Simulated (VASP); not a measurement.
A calculation with VASP 6.6.1 of Zn (native input, structure from a POSCAR):

INCAR

```
ALGO = Normal
EDIFF = 1E-6
ENCUT = 550
GGA = RP
ISIF = 2
ISMEAR = 0
LASPH = T
LCHARG = T
LELF = T
LREAL = F
LVHAR = T
LWAVE = F
NBANDS = 19
NELM = 60
PREC = Accurate
SIGMA = 0.05
```

The input KPOINTS:

```
k-points
0
Gamma
  11 11 6
```

The input POSCAR:

```
Zn
1.0
    2.6700000000      0.0000000000      0.0000000000
   -1.3350000000      2.3122878281      0.0000000000
    0.0000000000      0.0000000000      4.9660000000
Zn
2
Direct
    0.6666666667      0.3333333333      0.7500000000
    0.3333333333      0.6666666667      0.2500000000
```

Potentials or basis: VASP PAW PBE potentials, release 64 (Zn_GW).

The run is started by

```console
$ cat potpaw_PBE.64/Zn_GW/POTCAR > POTCAR
$ mpirun -np 1 vasp_std > vasp.out
```

Task: Write the same calculation in another form: ASE script, structure by space group and Wyckoff sites.

Result: As run:

run.py

```python
from ase.calculators.vasp import Vasp
from ase.dft.bandgap import bandgap
from ase.spacegroup import crystal

atoms = crystal(
    ['Zn'],
    basis=[[0.6666666667, 0.3333333333, 0.75]],
    spacegroup=194,
    setting=1,
    cellpar=[2.67, 2.67, 4.966, 90.0, 90.0, 120.0],
    primitive_cell=True,
)
calc = Vasp(
    directory='calc',
    xc='rpbe',
    pp='PBE',
    setups={'base': 'minimal', 'Zn': '_GW'},
    prec='Accurate',
    encut=550,
    ediff=1e-07,
    ismear=0,
    sigma=0.05,
    lreal=False,
    lasph=True,
    nelm=80,
    algo='Normal',
    isif=2,
    lwave=False,
    lcharg=False,
    kpts=[11, 11, 6],
    gamma=True,
    nbands=19,
)
atoms.calc = calc

print('energy (eV):', atoms.get_potential_energy())
print('free energy (eV):', atoms.get_potential_energy(force_consistent=True))
print('forces (eV/A):')
print(atoms.get_forces())
print('stress (eV/A^3, Voigt):', atoms.get_stress())
print('Fermi level (eV):', calc.get_fermi_level())
gap, top, bottom = bandgap(calc)
print('band gap (eV):', gap, 'from (spin, k, band)', top, 'to', bottom)
```

Potentials or basis: VASP PAW PBE potentials, release 64 (Zn_GW).

Launch:

```console
$ python run.py
```

Both were run:

|  | native input, structure from a POSCAR | ASE script, structure by space group and Wyckoff sites |
| --- | --- | --- |
| Pressure | 2.3 GPa | 2.3 GPa |
| Band gap on the k mesh | none (metal or under the smearing width) | none (metal or under the smearing width) |

Keys that steer only the numerical path or the files written may differ.

Caveat: the PAW data sets were made with another functional, which shifts forces and pressure a little.
